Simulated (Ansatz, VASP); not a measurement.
Given: the input of a run of VASP 6.6.1 on WC (Qusongite). 

File INCAR:

```
PREC = Accurate ; ENCUT = 600
EDIFF = 1E-7 ; ISMEAR = -1
SIGMA = 0.05 ; LREAL = False
LASPH = True ; NELM = 100
ALGO = Fast ; ISIF = 3
LWAVE = False ; LCHARG = False
GGA = B5 ; ALDAX = 1.0
AGGAX = 1.0 ; AGGAC = 1.0
ALDAC = 0.0 ; IVDW = 13
VDW_S6 = 1.0 ; VDW_S8 = 2.34076671
VDW_A1 = 0.44488865 ; VDW_A2 = 4.0933009
IBRION = 2 ; NSW = 40
EDIFFG = -0.005
```

Contents of KPOINTS:

```
Automatic mesh
0
Gamma
  10 10 9
```

Contents of POSCAR:

```
WC
1.0
    2.9065000000      0.0000000000      0.0000000000
   -1.4532500000      2.5171028361      0.0000000000
    0.0000000000      0.0000000000      2.8366000000
W C
1 1
Direct
    0.0000000000      0.0000000000      0.0000000000
    0.6666666667      0.3333333333      0.5000000000
```

Potentials or basis: VASP PAW PBE potentials, release 64 (W_sv, C).

The run is started by

```console
$ cat potpaw_PBE.64/W_sv/POTCAR potpaw_PBE.64/C/POTCAR > POTCAR
$ mpirun -np 1 vasp_std > vasp.out
```

Q: Set up the same calculation for Ansatz 0.2.0. Potentials or basis there: all-electron LAPW, scalar-relativistic.

A: As run (cutoffs and basis follow the program's own potentials, and thresholds, step limits or extra output files can differ):

The input input.yaml:

```yaml
crystal:
  lattice:
    - [2.9065, 0.0, 0.0]
    - [-1.45325, 2.5171028361, 0.0]
    - [0.0, 0.0, 2.8366]
  atoms:
    - { symbol: W, position: [0.0, 0.0, 0.0] }
    - { symbol: C, position: [0.6666666667, 0.3333333333, 0.5] }
kpoints:
  mp_grid: { grid: [10, 10, 9] }
scf:
  occupations: { method: fermi_dirac, width: 0.05 }
hamiltonian:
  xc: blyp
  dispersion: d4
  pseudopotentials: { kind: all_electron, lapw: { basis_error: 0.001 } }
output:
  forces: true
  stress: true
relax:
  f_tol: 0.02
  max_steps: 60
  cell: {}
```

Potentials or basis: all-electron LAPW, scalar-relativistic.

Launch:

```sh
$ ansatz run input.yaml --threads 1 --pin off --max-ram 3072MiB --backend cpu --events-out ev --progress --plain --runs-dir out
```

Both were run:

|  | VASP | Ansatz |
| --- | --- | --- |
| Relaxed volume | 10.56 Å³/atom | 10.49 Å³/atom |
| Relaxed cell | a = 2.926 Å, b = 2.926 Å, c = 2.849 Å, α = 90.00°, β = 90.00°, γ = 120.00° | a = 2.920 Å, b = 2.920 Å, c = 2.843 Å, α = 90.00°, β = 90.00°, γ = 120.00° |
| Space group after relaxing | P-6m2 (No. 187) | P-6m2 (No. 187) |
| Pressure after relaxing | 0.0 GPa | 0.0 GPa |

VASP's potentials were made for PBE.

Where Ansatz's input types no cutoff or centring, it takes its own default and a Γ-centred mesh.

Pressure is positive in compression.
